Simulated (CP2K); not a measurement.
Hf:

```
CELL_PARAMETERS angstrom
3.12635 0.00000 0.00000
-1.04212 2.94755 0.00000
-1.04212 -1.47378 2.55266
ATOMIC_POSITIONS crystal
Hf 0.00000 0.00000 0.00000
```

This isn't the form of Hf at room conditions, which is hcp.

Program: CP2K 2026.2. Alike in all runs: task single point; level PBE; no spin polarisation; cell as given; k mesh 10 × 10 × 10; smearing fermi-dirac 0.05 eV. Hardware: 1 thread of Arm Neoverse V1, with other jobs on the host.

**Question.** Order these runs on this cell by their wall time, lowest first.
A. potentials or basis POTENTIAL_UZH Hf GTH-PBE-q12; ccGRB-D basis; basis sets Hf ccGRB-D-q12; potentials Hf GTH-PBE-q12 of POTENTIAL_UZH; ADDED_MOS [11]
B. potentials or basis POTENTIAL_UZH Hf GTH-PBE-q12; TZV2P-MOLOPT-PBE-GTH basis; basis sets Hf TZV2P-MOLOPT-PBE-GTH-q12; potentials Hf GTH-PBE-q12 of POTENTIAL_UZH; ADDED_MOS [11]
C. potentials or basis GTH_POTENTIALS Hf GTH-PBE-q12; SZV-MOLOPT-SR-GTH basis; basis sets Hf SZV-MOLOPT-SR-GTH-q12; potentials Hf GTH-PBE-q12 of GTH_POTENTIALS; ADDED_MOS [4]

**Answer.** C (12 s), A (33 s), B (76 s).
